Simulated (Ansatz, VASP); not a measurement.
**One calculation of BaH4, two programs**

```
Ba H
1.0
     2.29082    1.32260    3.53625
    -2.29082    1.32260    3.53625
     0.00000   -2.64521    3.53625
Ba H
1 4
Direct
  0.00000 0.00000 0.00000
  0.74087 0.74087 0.74087
  0.25913 0.25913 0.25913
  0.46369 0.46369 0.46369
  0.53631 0.53631 0.53631
```

The cell was built by a generator and needn't be a form met in nature.

Alike in both runs: functional PBE; k mesh 5 × 5 × 5; occupations fermi-dirac, width 0.05 eV; no spin polarisation.

```csv
,VASP,Ansatz
version,VASP 6.6.1,Ansatz 0.2.0
potentials or method,"VASP PAW PBE potentials, release 64 (Ba_sv, H)",Ansatz PAW
plane-wave cutoff (eV),520,420
valence electrons in the cell,14,14
task,single point,band structure
```

|  | VASP | Ansatz | Ansatz less VASP |
| --- | --- | --- | --- |
| gap on the k mesh at the Fermi level (eV) | 2.59 | 2.74 | +0.152 |
| least direct gap on the mesh (eV) | 3.11 | 3.17 | +0.063 |
| pressure (GPa) | 0.4 | 0.0 | -0.38 |
| largest component of the traceless stress (GPa) | 0.05 | 0.02 | -0.036 |
| rms of the force components (eV/Å) | 0.007 | 0.000 | -0.0070 |

Atom by atom the forces differ by 0.007 eV/Å (rms over components).

Caveats: spin-orbit coupling is left out, which moves the levels of the heavy elements; an odd mesh through Γ misses points on the zone boundary, where band edges often lie (VASP); the k mesh misses the band edges, so the gap on the mesh is wider than the one along the path (Ansatz).
